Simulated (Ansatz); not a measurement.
Runs of Ansatz 0.2.0 on InP. The structure is cubic, space group F-43m (No. 216). Conventional cell: a = 5.861 Å, b = 5.861 Å, c = 5.861 Å, α = 90.00°, β = 90.00°, γ = 90.00°. In (site symmetry -43m) has 4 P at 2.54 Å as nearest neighbours. P (site symmetry -43m) has 4 In at 2.54 Å as nearest neighbours. 

```tsv
task	level	spin	cell	k mesh	points for each segment of the path	gap on the mesh (eV)	pressure (GPa)	relaxed volume (Å³/atom)
band structure	PBEsol	off	as given	8 × 8 × 8	14	0.62	0.6	-
band structure	LDA	off	as given	8 × 8 × 8	14	(c)	(a)	-
relaxation of cell and atoms	PBEsol	off	relaxed	8 × 8 × 8	-	0.57	0.0	25.39
band structure	PBE	SOC, no magnetisation	as given	6 × 6 × 6	14	(b)	3.3	-
relaxation of cell and atoms	LDA	off	relaxed	8 × 8 × 8	-	0.58	0.0	24.73
```

Alike in all rows: potentials or basis Ansatz PAW; cutoff (eV) 420; smearing fermi-dirac 0.05 eV.

Problem. Fill in the values left out.

Solution. (a) -1.2; (b) 0.69; (c) 0.48.

Caveats: spin-orbit coupling is left out, which moves the levels of the heavy elements (some runs); the PAW data sets come from PBE, with cores solved anew for the run's functional, which leaves a small shift of forces and pressure (some runs); the plane-wave basis is chosen anew once the cell has moved, so the energies of steps on either side of that aren't comparable (some runs).

A k mesh can miss the band edges, and rows without SOC leave out spin-orbit coupling on In.
